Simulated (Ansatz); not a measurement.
Runs of Ansatz 0.2.0 on HfC. The structure is cubic, space group Fm-3m (No. 225). The conventional cell has a = 4.650 Å, b = 4.650 Å, c = 4.650 Å, α = 90.00°, β = 90.00°, γ = 90.00°. Hf (site symmetry m-3m) has 6 C at 2.33 Å as nearest neighbours. Around C (site symmetry m-3m) lie 6 Hf at 2.33 Å. 

| task | level | potentials or basis | U | cell | k mesh | cutoff (eV) | basis error allowed | gap on the mesh (eV) | pressure (GPa) |
| --- | --- | --- | --- | --- | --- | --- | --- | --- | --- |
| band structure | PBEsol | all-electron PAW datasets made for the crystal | - | as given | 10 × 10 × 10 | 400 | - | - | -6.5 |
| density of states | PBEsol+U | all-electron LAPW, scalar-relativistic | Hf d U = 6 eV | as given | 10 × 10 × 10 | 302 | 0.001 eV/atom | none | 4.7 |
| band structure | PBEsol | all-electron LAPW, inner shells corrected to Dirac's equation | - | as given | 10 × 10 × 10 | 302 | 0.001 eV/atom | - | (a) |
| band structure | PBEsol | all-electron LAPW, scalar-relativistic | - | strain_z_fixed_volume = 0 | 10 × 10 × 10 | 302 | 0.001 eV/atom | - | -6.5 |
| density of states | PBEsol+U | all-electron LAPW, scalar-relativistic | Hf d U = 2 eV | as given | 10 × 10 × 10 | 302 | 0.001 eV/atom | none | -3.2 |
| band structure | PBEsol | all-electron LAPW, scalar-relativistic | - | as given | 10 × 10 × 10 | 302 | 0.001 eV/atom | - | -6.5 |
| density of states | PBEsol+U | all-electron LAPW, scalar-relativistic | Hf d U = 4 eV | as given | 10 × 10 × 10 | 302 | 0.001 eV/atom | none | 0.4 |
| single point | PBEsol | all-electron PAW datasets made for the crystal | - | as given | 8 × 8 × 8 | 400 | - | none | -6.5 |

Alike in all rows: no spin polarisation; smearing fermi-dirac 0.05 eV.

Question: Estimate the missing entries.

Answer: (a) -6.4.

Caveats: spin-orbit coupling is left out, which moves the levels of the heavy elements (some runs); U is the effective U less J, on atomic orbitals that reach past the spheres (some runs); U without spin polarisation on a metal has little footing (some runs); the U is typed as a test and isn't derived for this compound (some runs); the k mesh is thin for a metal, which can move the energy by tens of meV per atom (some runs).

A k mesh can miss the band edges, and the runs leave out spin-orbit coupling on Hf.

A gap of «none» marks a metal or a gap under the smearing width.

The runs don't all hold the same shells in valence.
